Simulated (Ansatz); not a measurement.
CoSn: competing structures

These are results of DFT r2SCAN, scalar-relativistic, plane waves, PAW in Ansatz 0.2.0, not measurements. All cells share a 500 eV cutoff and Γ-centred k meshes spaced at most 0.3 Å⁻¹ (0.19 for metals, 2π included).

These are static lattice energies at zero pressure. The comparison covers the computed candidates alone. For metals, differences of a few meV/atom aren't resolved. The magnetic state reached may not be the lowest. Magnetic atoms first started from parallel or listed moments, and other orders weren't tried. The functional can misorder magnetic and non-magnetic phases.

```tsv
#	started from	space group	atoms	V (Å³/atom)	ΔE (meV/atom)	gap on mesh (eV)	net m per atom / largest site m (μB)
1	database cell	P6/mmm (No. 191)	6	16.6	0	0.00	0.00 / 0.00
2	zinc blende type	F-43m (No. 216)	2	23.9	884	0.00	0.40 / 1.13
```

The lowest structure: Space group P6/mmm (No. 191), hexagonal, a = 5.243 Å, c = 4.184 Å. Co is coordinated by 6 Sn at 2.58–2.62 Å and 4 Co at 2.62 Å; Sn on Wyckoff site d (2 atoms of the primitive cell) has 6 Co at 2.58 Å and 3 Sn at 3.03 Å; Sn on Wyckoff site a (1 atom of the primitive cell) is coordinated by 6 Co at 2.62 Å. Its energy against the elements is 0.07 eV/atom, so it is unstable even against them. Energies over the elements count from the lowest elemental structures computed at the same level, with no empirical corrections.

Space group P6/mmm (No. 191). a = 5.243 Å, b = 5.243 Å, c = 4.184 Å, α = 90.00°, β = 90.00°, γ = 120.00°
```
atom  site  symmetry       x       y       z
  Co    3f       mmm  0.0000  0.5000  0.0000
  Sn    2d      -6m2  0.6667  0.3333  0.5000
  Sn    1a     6/mmm  0.0000  0.0000  0.0000
```

The second: Space group F-43m (No. 216), cubic, a = 5.760 Å. Around Sn lie 4 Co at 2.49 Å; Co has 4 Sn at 2.49 Å.